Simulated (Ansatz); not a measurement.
Bands of BAs

```yaml
crystal:
  lattice:
    - [0.00000, 2.38850, 2.38850]
    - [2.38850, 0.00000, 2.38850]
    - [2.38850, 2.38850, 0.00000]
  atoms:
    - { symbol: B, position: [0.00000, 0.00000, 0.00000] }
    - { symbol: As, position: [0.75000, 0.75000, 0.75000] }
```

Atom numbers follow the list: B1, As2.

The cell comes from COD entry 9008833, which wasn't checked; take it as a given geometry.

These are results of DFT, LDA, all-electron LAPW, scalar-relativistic in Ansatz 0.2.0, not measurements.

Settings: a Γ-centred 15×15×15 k mesh, Fermi–Dirac smearing of 0.03 eV, basis error target 0.25 meV/atom, no spin polarisation.

Points in fractions of the reciprocal vectors of this cell: Γ (0, 0, 0), X (-0.5, -0.5, 0), U (-0.375, -0.375, 0.25), K (-0.375, 0, 0.375), L (0, 0, 0.5), W (-0.5, -0.25, 0.25). The path joins them by straight lines in the order Γ–X–U–K–Γ–L–W–X; legs that retrace an earlier one aren't tabulated. Energies are in eV from the top of the valence band.

(1) Is there a gap, and where are the band edges?

(2) List the levels between -20 and 3 eV at the symmetry points.

## Answers

(1) 1.13 eV, indirect from Γ to the line Γ–X (-0.5, -0.5, 0).

(2) 
Γ: -15.39, 0.00 (×3)
X: -11.28, -8.41, -4.07 (×2), 1.34, 1.43
U: -11.31, -8.03, -5.96, -3.47, 2.00
K: -11.31, -8.03, -5.96, -3.47, 2.00
L: -12.54, -8.74, -1.81 (×2), 2.68
W: -11.12, -7.92, -5.49, -5.20
